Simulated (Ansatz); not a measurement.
This script drives the Ansatz DFT code, driven from Python.

The script, `dfpt.py`:
```python
# -*- coding: utf-8 -*-
"""Zone-centre and zone-boundary phonons of TaN by linear response."""

from pathlib import Path

import ansatz as az
import numpy as np

SETTINGS = {
    "functional": "PBEsol",
    "dispersion": "d4",
    "cutoff": 450,
    "smearing": "Marzari-Vanderbilt",
    "smearing_width": 0.1,
    "kmesh": (12, 12, 10),
}


def main():
    system = (
        az.Lattice.of((2.938, 0.0, 0.0), (-1.469, 2.544383, 0.0), (0.0, 0.0, 2.883))
        .atom("Ta", (1 / 3, 2 / 3, 0.5))
        .atom("N", (0.0, 0.0, 0.0))
    )

    job = (
        system.calculation()
        .functional(SETTINGS["functional"], dispersion=SETTINGS["dispersion"])
        .pseudopotentials("paw")
        .basis(SETTINGS["cutoff"])
        .occupations(SETTINGS["smearing"], width=SETTINGS["smearing_width"])
        .kpoints(*SETTINGS["kmesh"])
        .phonons("dfpt", points=[(0, 0, 0), (0.5, 0, 0.5), (0.5, 0.5, 0)])
    )
    done = job.run(threads=1, runs_dir="runs")
    ph = done.phonons

    for q in ph.qpoints:
        thz = np.asarray(q.omega_inv_cm) / 33.35641
        print("q = ({:.2f}, {:.2f}, {:.2f})".format(*q.q_frac), np.round(thz, 2) + 0.0, "THz")


if __name__ == "__main__":
    main()
```

It is started by `python dfpt.py`. How long does it take on 1 thread of Arm Neoverse V1, on a shared host, and how much memory does it need?

It took about 2 min, with a peak of 0.72 GiB, for 1 run of the engine.

`python dfpt.py` gives:
```text
RunWarning: eigensolver did not converge (k=7): 1 band(s) unlocked after 20 sweeps at ethr=1.00e-12 eV (lowest unlocked band 12, counted from 0; max residual 4.35e-6 eV among the unlocked bands, 4.35e-6 eV over every band); it also stands for any lines of this kind, at other spin channels or k-points, that are folded behind it: those get no warning and are in no list of notices (the docstring of `ansatz.RunWarning` has the rule; a callback given to `ansatz.Run.execute(on_event=...)` receives each)
q = (0.00, 0.00, 0.00) [ 0.    0.    0.   15.59 15.59 16.12] THz
q = (0.50, 0.00, 0.50) [ 5.83  6.94  7.24 16.18 17.41 17.54] THz
q = (0.50, 0.50, 0.00) [ 5.27  5.28  7.9  15.44 16.41 17.56] THz
```
(Warnings from the package without file and line.)

No spin polarisation was allowed. The cell isn't relaxed first, so the values belong to this volume. Dispersion corrections can be off by several per cent in the lattices of metals, and by several GPa in the pressure at a fixed cell. The mesh is modest for a metal, so energies can be off by several to tens of meV an atom and pressures by half a GPa or more; differences at equal mesh fare better. Spin-orbit coupling, which matters for elements this heavy, is left out. The structure is a deposited one; some such entries were measured under pressure or heat, so a shift against it needn't be the functional's error alone. The structure is taken as given; imaginary modes can come from an unrelaxed or unstable start. Phonons of metals also depend on mesh and smearing.
